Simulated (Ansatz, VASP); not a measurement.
# TiTe2: VASP beside Ansatz

```
Te Ti
1.0
     3.72595    0.00000    0.00000
    -1.86298    3.22677    0.00000
     0.00000    0.00000    6.41018
Te Ti
2 1
Cartesian
  0.0000 2.1512 4.7256
  1.8630 1.0756 1.6846
  0.0000 0.0000 0.0000
```

Alike in both runs: task single point; functional PBE; k mesh 8 × 8 × 4; occupations fermi-dirac, width 0.05 eV; no spin polarisation.

```csv
,VASP,Ansatz
version,VASP 6.6.1,Ansatz 0.2.0
potentials or method,"VASP PAW PBE potentials, release 64 (Te, Ti_sv)",Ansatz PAW
plane-wave cutoff (eV),520,420
valence electrons in the cell,24,44
```

```tsv
	VASP	Ansatz	Ansatz less VASP
gap on the k mesh at the Fermi level (eV)	none	none	-
pressure (GPa)	3.8	3.8	+0.03
largest component of the traceless stress (GPa)	0.59	0.58	-0.004
rms of the force components (eV/Å)	0.182	0.178	-0.0043
```

Atom by atom the forces differ by 0.004 eV/Å (rms over components). A gap of «none» marks a metal or a gap that the smearing closes. The two sets of potentials don't hold the same shells in valence.

Caveats: this functional lacks dispersion, which binds the layers, so the pressure and a relaxed spacing across them are unreliable. The runs have no spin-orbit coupling, so splittings on Te are missing.
